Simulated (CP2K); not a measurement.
Equation of state of GaSb under r2SCAN

The structure is cubic, space group F-43m (No. 216). The conventional cell has a = 6.118 Å, b = 6.118 Å, c = 6.118 Å, α = 90.00°, β = 90.00°, γ = 90.00°. Sb (site symmetry -43m) has 4 Ga at 2.65 Å as nearest neighbours. Ga (site symmetry -43m) is surrounded by 4 Sb at 2.65 Å.

The cell was scaled at fixed shape and fractions and run with CP2K, POTENTIAL_UZH Sb GTH-SCAN-q5, Ga GTH-SCAN-q13; TZVP-MOLOPT-SCAN-GTH basis; r2SCAN, k mesh 8 × 8 × 8 on the cell of 2 atoms, fermi-dirac occupations of 0.1 eV, no spin polarisation, no spin-orbit coupling. Energies are those that the program minimises, any entropy of the smearing included.

```tsv
V (Å³/atom)	energy over the lowest row (meV/atom)
26.9071	16.590
27.4796	6.479
28.0520	1.116
28.6245	0.000
29.1970	2.677
29.7695	?
30.3420	17.815
```

Question: Fit the third-order Birch-Murnaghan form, give V0, B0 and B′, and predict the energy left open.

Answer: With y = (V0/V)^(2/3), E = E0 + (9 V0 B0/16) [(y - 1)³ B′ + (y - 1)² (6 - 4y)]. Least squares through the rows shown give V0 = 28.4975 Å³/atom, E0 = -0.093 meV, B0 = 54.07 GPa (1 eV/Å³ = 160.218 GPa) and B′ = 4.63, with a largest miss of 0.004 meV. At V = 29.7695 the form with these constants gives 8.734 meV; the run gave 8.734 meV an atom. Measured volume: 28.32 Å³/atom at 300 K (a printed reference work), so the fit lies +0.6 % from it. The runs are for a static lattice.
